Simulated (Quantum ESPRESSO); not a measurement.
**NaH under changes of volume**

One of the cells (14.527 Å³/atom); the others are scaled copies at fixed shape and fractional positions:

```
Na H
1.0
     0.00000    2.44000    2.44000
     2.44000    0.00000    2.44000
     2.44000    2.44000    0.00000
Na H
1 1
Direct
  0.00000 0.00000 0.00000
  0.50000 0.50000 0.50000
```

```yaml
Program: Quantum ESPRESSO 7.5
Functional: r2SCAN
Potentials_or_basis: SG15 PBE 1.2
Cutoff: 952 eV
Density_cutoff: 3810 eV
k_mesh: 7 × 7 × 7
Occupations: fermi-dirac, width 0.05 eV
Spin: no spin polarisation
```

```tsv
volume (Å³/atom)	energy over the lowest point (meV/atom)	pressure (GPa)	gap on the mesh (eV)
13.655	0.87	0.3	4.94
13.946	0.00	-0.2	4.90
14.236	?	?	?
14.527	0.93	-1.1	4.81
14.817	2.60	-1.5	4.77
15.108	4.93	-1.8	4.73
15.398	7.92	-2.2	4.69
```

Problem. What does the run at 14.236 Å³/atom give?

Solution. Energy over the lowest point 0.05 meV/atom; pressure -0.6 GPa; gap on the mesh 4.85 eV.

Worked out: A Birch-Murnaghan fit of order 3 (a polynomial in V^(-2/3)) to the other rows has its minimum at 14.07 Å³/atom with B0 = V·E''(V) = 24 GPa and B' = 3.5. It gives 0.05 meV/atom at 14.236 Å³/atom, against the run's 0.05, and -dE/dV = -0.3 GPa, against -0.6. A straight line through the other rows of the gap, of slope -2.09 eV per unit of ln V, gives 4.85 eV, against the run's 4.85.

Energies are extrapolated to zero smearing.

Caveats: the potentials were made for another functional, which shifts forces and pressure; an odd mesh through Γ misses points on the zone boundary, where band edges often lie.
